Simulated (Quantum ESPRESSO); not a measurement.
## NbP under changes of volume

One of the cells (16.103 Å³/atom); the others are scaled copies at fixed shape and fractional positions:

```xyz
4
Lattice="-1.6749 1.6749 5.7401 1.6749 -1.6749 5.7401 1.6749 1.6749 -5.7401" Properties=species:S:1:pos:R:3 pbc="T T T"
Nb    1.6749    0.0000    2.8687
Nb    0.0000    0.0000    5.7387
P     0.0000    1.6749    3.8200
P     0.0000    0.0000    0.9500
```

The cell is a database's computed one.

| Quantity | Value |
| --- | --- |
| Program | Quantum ESPRESSO 7.5 |
| Functional | LDA |
| Potentials or basis | GBRV 1.5 LDA |
| Cutoff | 612 eV |
| Density cutoff | 4898 eV |
| k mesh | 11 × 11 × 11 |
| Occupations | fermi-dirac, width 0.05 eV |
| Spin | no spin polarisation |

```tsv
volume (Å³/atom)	energy over the lowest point (meV/atom)	pressure (GPa)
15.137	?	?
15.459	0.00	-1.9
15.781	7.59	-5.9
16.103	22.88	-9.6
16.425	45.06	-12.8
16.747	73.39	-15.7
17.069	107.24	-18.3
```

Q: What does the run at 15.137 Å³/atom give?

A: Energy over the lowest point 1.01 meV/atom; pressure 2.6 GPa.

Worked out: A Birch-Murnaghan fit of order 3 (a polynomial in V^(-2/3)) to the other rows has its minimum at 15.33 Å³/atom, just outside them, with B0 = V·E''(V) = 213 GPa and B' = 4.3 at fixed shape and positions, which overstates the stiffness. It gives 1.02 meV/atom at 15.137 Å³/atom, against the run's 1.01, and -dE/dV = 2.8 GPa, against 2.6.

Energies are extrapolated to zero smearing.
